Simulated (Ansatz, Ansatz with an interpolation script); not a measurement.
Rows from a G0W0 calculation on CsPbCl3 (Pm-3m) (Ansatz 0.2.0; G0W0 on PBE, plane waves, PAW; PAW set soft_1; 4×4×4 mesh, 734 empty bands, screening to 150 eV, PAW set soft_1 files), in eV. Spin-orbit coupling is left out.

```tsv
row	k	band	start	Σx	Σc at the solution	Vxc
A	(-0.500, -0.500, -0.500)	c1	6.089	-7.902	-3.372	-11.682
B	(-0.500, -0.500, -0.500)	v7	0.942	-19.869	3.249	-15.174
C	(-0.500, -0.500, -0.500)	v5	1.396	-21.294	2.802	-17.331
D	(-0.500, -0.500, -0.500)	v2	1.937	-20.899	3.022	-16.527
E	(-0.500, -0.500, -0.500)	v1	4.152	-20.363	0.773	-18.710
```

Work out each quasiparticle level and how far it moved.

The quasiparticle equation reads E = start + Σx + Σc(E) − Vxc.

```tsv
row	E (eV)	shift (eV)
A	6.496	+0.407
B	-0.503	−1.445
C	0.235	−1.161
D	0.587	−1.350
E	3.272	−0.880
```

The gap over the computed points goes from 1.94 eV to 3.22 eV.

Limits: not at the basis limit; no spin-orbit coupling.

[Paths, hosts, dates, memory and timing lines, banners, echoed tables and standing remarks are left out of the program output.]

[Logs are printed without paths, hosts, clocks, repeated set-up lines and the standing remarks that a program may print on its own settings, such as how far it seeks lower states.]

[Runs of the session that timed out or met a known fault of the program may be left out.]

[Hosts, paths, dates, database ids (printed as entryN), source tags and the programs' standing remarks are cut or masked in the printed files.]
